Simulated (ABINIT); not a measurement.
# GaAs (F-43m) in ABINIT: settings compared, part 2 of 2

ABINIT 10.8.3 (patched build).

### Step 4. Band structure, BP86

run.abi reads:

```
# Datasets: ground state, then fixed potential
ndtset 2

# Pseudopotentials
pp_dirpath "./"
pseudos "As.GGA_PBE-JTH_sp.xml, Ga.GGA_PBE-JTH.xml"

# Structure
acell 3*1.0 Angstrom
rprim
     0.0000000000     2.8268500000     2.8268500000
     2.8268500000     0.0000000000     2.8268500000
     2.8268500000     2.8268500000     0.0000000000
ntypat 2
znucl 33 31
natom 2
typat 1 2
xred
     0.7500000000     0.7500000000     0.7500000000
     0.0000000000     0.0000000000     0.0000000000

# Plane-wave basis
ecut 462.593566 eV
pawecutdg 34.0

# Exchange and correlation
ixc -106132

# Bands and occupations
occopt 3
tsmear 0.00183747

# SCF cycle
nstep 100

# Output
iomode 3
prtwf 0
prteig 0
prtebands 0
prtden1 1

# Dataset 1
kptopt1 1
ngkpt1 8 8 8
nshiftk1 1
shiftk1 0.0 0.0 0.0
nband1 13
tolvrs1 1.0e-9

# Dataset 2: bands along G-X-W-K-G-L-U-W-L-K
iscf2 -2
getden2 1
nband2 17
nbdbuf2 2
tolwfr2 1.0e-12
kptopt2 -9
ndivsm2 6
prteig2 1
prtvol2 -3
kptbounds2
     0.0000000000     0.0000000000     0.0000000000
     0.5000000000     0.0000000000     0.5000000000
     0.5000000000     0.2500000000     0.7500000000
     0.3750000000     0.3750000000     0.7500000000
     0.0000000000     0.0000000000     0.0000000000
     0.5000000000     0.5000000000     0.5000000000
     0.6250000000     0.2500000000     0.6250000000
     0.5000000000     0.2500000000     0.7500000000
     0.5000000000     0.5000000000     0.5000000000
     0.3750000000     0.3750000000     0.7500000000
```

Potentials or basis: JTH PAW PBE v2.0 sp.

The run is started by

```sh
$ abinit run.abi > log 2>&1
```

run.abo:

```text
.Version 10.8.3 of ABINIT
 DATASET    1 : space group F-4 3 m (#216); Bravais cF (face-center cubic)
================================================================================
 Values of the parameters that define the memory need for DATASET  1.
     intxc =       0    ionmov =       0      iscf =      17    lmnmax =      18
     lnmax =       6     mgfft =      30  mpssoang =       3    mqgrid =    3001
     natom =       2  nloc_mem =       2    nspden =       1   nspinor =       1
    nsppol =       1      nsym =      24    n1xccc =       1    ntypat =       2
    occopt =       3   xclevel =       2
       mpw =        1036          nfft =       27000          nkpt =          29
 PAW method is used; the additional fine FFT grid is defined by:
   mgfftf=        40    nfftf =     64000
================================================================================
================================================================================

 DATASET    2 : space group F-4 3 m (#216); Bravais cF (face-center cubic)
================================================================================
 Values of the parameters that define the memory need for DATASET  2.
     intxc =       0    ionmov =       0      iscf =      -2    lmnmax =      18
     lnmax =       6     mgfft =      30  mpssoang =       3    mqgrid =    3001
     natom =       2  nloc_mem =       2    nspden =       1   nspinor =       1
    nsppol =       1      nsym =      24    n1xccc =       1    ntypat =       2
    occopt =       3   xclevel =       2
[... 1080 lines left out ...]
 kpt#   4, nband= 17, wtk=  1.00000, kpt=  0.0882  0.0000  0.0882 (reduced coord)
  -0.48602   -0.48550   -0.48550   -0.48281   -0.48272   -0.40371    0.00940    0.04665
   0.04665    0.12544    0.18426    0.21747    0.21747    0.36682    0.38832    0.44533
   0.50059
 kpt#   5, nband= 17, wtk=  1.00000, kpt=  0.1176  0.0000  0.1176 (reduced coord)
[... 381 lines left out ...]
  -0.01013    0.14432    0.26069    0.31175    0.31450    0.39289    0.44980    0.53794
   0.59332
 kpt# 101, nband= 17, wtk=  1.00000, kpt=  0.4000  0.4000  0.7000 (reduced coord)
  -0.48905   -0.48449   -0.48424   -0.48311   -0.48255   -0.32302   -0.18031   -0.07988
  -0.01493    0.14017    0.26005    0.31991    0.32955    0.38466    0.44708    0.56692
   0.60372
 kpt# 102, nband= 17, wtk=  1.00000, kpt=  0.3875  0.3875  0.7250 (reduced coord)
  -0.48915   -0.48441   -0.48415   -0.48318   -0.48252   -0.32001   -0.18240   -0.08218
  -0.01910    0.13621    0.24729    0.33821    0.34571    0.37852    0.44851    0.58603
   0.61993
 kpt# 103, nband= 17, wtk=  1.00000, kpt=  0.3750  0.3750  0.7500 (reduced coord)
  -0.48923   -0.48434   -0.48409   -0.48325   -0.48248   -0.31821   -0.18431   -0.08087
  -0.02247    0.13296    0.23134    0.35371    0.35822    0.38093    0.45582    0.58741
   0.63895

== END DATASET(S) ==============================================================
================================================================================

 -outvars: echo values of variables after computation  --------
            acell      1.8897261259E+00  1.8897261259E+00  1.8897261259E+00 Bohr
           etotal1    -8.5609696848E+01
            fcart1    -8.8209539038E-29 -1.0081090176E-28  2.8983134255E-28
                       8.8209539038E-29  1.0081090176E-28 -2.8983134255E-28
            rprim      0.0000000000E+00  2.8268500000E+00  2.8268500000E+00
                       2.8268500000E+00  0.0000000000E+00  2.8268500000E+00
                       2.8268500000E+00  2.8268500000E+00  0.0000000000E+00
           strten1    -1.2349564423E-04 -1.2349564423E-04 -1.2349564423E-04
                       0.0000000000E+00  0.0000000000E+00  0.0000000000E+00
           xangst      4.2402750000E+00  4.2402750000E+00  4.2402750000E+00
                       0.0000000000E+00  0.0000000000E+00  0.0000000000E+00
             xred      7.5000000000E-01  7.5000000000E-01  7.5000000000E-01
                       0.0000000000E+00  0.0000000000E+00  0.0000000000E+00
 Calculation completed.
```

Run time: 35 s. Hardware: 1 thread of Arm Neoverse V2, shared host; peak memory 0.12 GiB.

Results:

```yaml
Free_energy: -2329.5585 eV
Pressure: 3.6 GPa
Band_gap_on_the_k_mesh: 0.44 eV, direct
Band_gap_along_the_path: 0.44 eV, direct
Valence_electrons_inside_the_program's_atomic_spheres: As 2.78; Ga 11.09
```

Levels at the corners of the path, in eV from the valence-band top:
| point | band 5 | band 6 | band 7 | band 8 | band 9 | band 10 | band 11 | band 12 | band 13 | band 14 |
| --- | --- | --- | --- | --- | --- | --- | --- | --- | --- | --- |
| Γ | -14.77 | -12.74 | 0.00 | 0.00 | 0.00 | 0.44 | 3.76 | 3.76 | 3.76 | 7.69 |
| X | -14.76 | -10.26 | -6.83 | -2.66 | -2.66 | 1.50 | 1.67 | 10.19 | 10.19 | 10.99 |
| W | -14.77 | -10.20 | -6.65 | -3.51 | -3.32 | 4.61 | 4.77 | 5.44 | 6.13 | 11.09 |
| K | -14.76 | -10.29 | -6.65 | -3.84 | -2.25 | 1.98 | 4.66 | 7.99 | 8.11 | 8.73 |
| Γ | -14.77 | -12.74 | 0.00 | 0.00 | 0.00 | 0.44 | 3.76 | 3.76 | 3.76 | 7.69 |
| L | -14.77 | -10.99 | -6.64 | -1.14 | -1.14 | 0.97 | 4.68 | 4.68 | 7.85 | 10.44 |
| U | -14.76 | -10.29 | -6.65 | -3.84 | -2.25 | 1.98 | 4.66 | 7.99 | 8.11 | 8.73 |
| W | -14.77 | -10.20 | -6.65 | -3.51 | -3.32 | 4.61 | 4.77 | 5.44 | 6.13 | 11.09 |
| L | -14.77 | -10.99 | -6.64 | -1.14 | -1.14 | 0.97 | 4.68 | 4.68 | 7.85 | 10.44 |
| K | -14.76 | -10.29 | -6.65 | -3.84 | -2.25 | 1.98 | 4.66 | 7.99 | 8.11 | 8.73 |

Caveat: the PAW data sets were made with another functional, which shifts forces and pressure a little; this set keeps more shells in the core, which shifts pressures and gaps.

### Step 5. Equation of state, LDA-VWN

run.abi reads:

```
# Datasets: one volume each
ndtset 7
getwfk -1
scalecart1 3*0.9795861087
scalecart2 3*0.9864848297
scalecart3 3*0.9932883884
scalecart4 3*1.0000000000
scalecart5 3*1.0066227096
scalecart6 3*1.0131594038
scalecart7 3*1.0196128224

# Pseudopotentials
pp_dirpath "./"
pseudos "As.LDA_PW-JTH.xml, Ga.LDA_PW-JTH.xml"

# Structure
acell 3*1.0
rprim
     0.0000000000     5.3419722954     5.3419722954
     5.3419722954     0.0000000000     5.3419722954
     5.3419722954     5.3419722954     0.0000000000
ntypat 2
znucl 33 31
natom 2
typat 1 2
xred
     0.7500000000     0.7500000000     0.7500000000
     0.0000000000     0.0000000000     0.0000000000

# Plane-wave basis
ecut 17.0
pawecutdg 34.0

# k points
kptopt 1
ngkpt 8 8 8
nshiftk 1
shiftk 0.0 0.0 0.0

# Exchange and correlation
ixc -1007

# Bands and occupations
nband 18
occopt 3
tsmear 0.00183747

# SCF cycle
nstep 100
tolvrs 1.0e-9

# Output
iomode 3
prtwf 1
prtden 0
prteig 0
prtebands 0
enunit 1
```

Potentials or basis: JTH PAW LDA v2.0.

The run is started by

```sh
$ abinit run.abi > log 2>&1
```

It took 88 s on 1 thread of Arm Neoverse V2, shared host; peak memory 0.13 GiB.

The run converged. Its results:

* Equilibrium volume: 21.96 Å³/atom
* Bulk modulus: 74 GPa
* Pressure derivative of the bulk modulus: 5.2

Energy against volume, from the lowest point:
```tsv
volume (Å³/atom)	energy (meV/atom)
21.234	5.67
21.686	0.51
22.138	0.00
22.590	3.63
23.041	10.89
23.493	21.23
23.945	34.48
```

Caveat: pressures at fixed basis lie under the slope of the energies.

### Step 6. Overview

| task | level | potentials or basis | gap on the mesh (eV) | pressure (GPa) | V0 of scaled cells (Å³/atom) | B0 (GPa) |
| --- | --- | --- | --- | --- | --- | --- |
| band structure | OLYP | JTH PAW PBE v2.0 | 0.78 | 4.3 | - | - |
| equation of state | WC | JTH PAW PBE v2.0 | - | - | 22.69 | 68 |
| band structure | BP86 | JTH PAW PBE v2.0 sp | 0.44 | 3.6 | - | - |
| equation of state | LDA-VWN | JTH PAW LDA v2.0 | - | - | 21.96 | 74 |

Alike in all rows: no spin polarisation; cell as given; k mesh 8 × 8 × 8; cutoff (eV) 463; smearing fermi-dirac 0.05 eV.

Caveats: the PAW data sets were made with another functional, which shifts forces and pressure a little (some runs); pressures at fixed basis lie under the slope of the energies (some runs); this set keeps more shells in the core, which shifts pressures and gaps (some runs).

Absolute energies hang on the potentials; compare differences alone.

### Step 7. Comparison with measurements

Step 2. Measured gap of GaAs: 1.418 eV (direct; 300 K; “Evidence of valence band perturbations in GaAsN/GaAs(001): A combined variable-angle spectroscopic ellipsometry and modulated photoreflectance investigation”, 2008, arxiv:0805.2212). This calculation gives 0.78 eV (-0.64 eV). 3 values of this kind are on record (1.412 to 1.51 eV); this one was drawn at random among those near their median, those with a stated uncertainty first. Spin-orbit coupling on As, Ga is left out. The value is that of OLYP, without temperature or zero-point motion.

Step 4. Measured gap of GaAs: 1.412 eV (direct; 300 K; “Evidence of valence band perturbations in GaAsN/GaAs(001): A combined variable-angle spectroscopic ellipsometry and modulated photoreflectance investigation”, 2008, arxiv:0805.2212). This calculation gives 0.44 eV (-0.97 eV). 3 values of this kind are on record (1.412 to 1.51 eV); this one was drawn at random among those near their median, those with a stated uncertainty first. Spin-orbit coupling on As, Ga is left out. The value is that of BP86, without temperature or zero-point motion.
